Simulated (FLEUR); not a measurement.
The system is Tl.

```
CELL_PARAMETERS angstrom
3.45600 0.00000 0.00000
-1.72800 2.99298 0.00000
0.00000 0.00000 5.52500
ATOMIC_POSITIONS crystal
Tl 0.66667 0.33333 0.75000
Tl 0.33333 0.66667 0.25000
```

```yaml
Program: FLEUR MaX-R8.1 (later development tree)
Task: single point
Functional: PBE
Potentials_or_basis: all-electron
Basis: FLAPW
Kmax: 3.8 1/bohr
k_mesh: 9 × 9 × 5
Occupations: fermi-dirac, width 0.05 eV
Spin: no spin polarisation
Gmax: 11.8 1/bohr
Muffin-tin_radii: Tl 2.66 bohr
lmax: Tl 11
Local_orbitals_a_species: Tl 5
Max_iterations: 60
Mixing_factor: 0.05
Mixer: Anderson
Mixer_history: 15
Density_convergence: 1e-05 me/bohr^3
```

On this cell: largest force under 0.003 eV/Å; band gap on the k mesh none (metal or under the smearing width).

The same run follows on a disturbed copy (atoms moved at random, drawn with an rms of 0.05 Å):

```
CELL_PARAMETERS angstrom
3.45600 0.00000 0.00000
-1.72800 2.99298 0.00000
0.00000 0.00000 5.52500
ATOMIC_POSITIONS crystal
Tl 0.66750 0.31964 0.74125
Tl 0.32903 0.66275 0.24287
```

Q: What changes?

A: The energy (extrapolated to zero smearing) moves by +0.2 meV/atom; largest force 0.031 eV/Å; band gap on the k mesh none (metal or under the smearing width).

Forces on the atoms (eV/Å):
```
Tl  -0.008  0.008  0.029
Tl   0.008 -0.008 -0.029
```
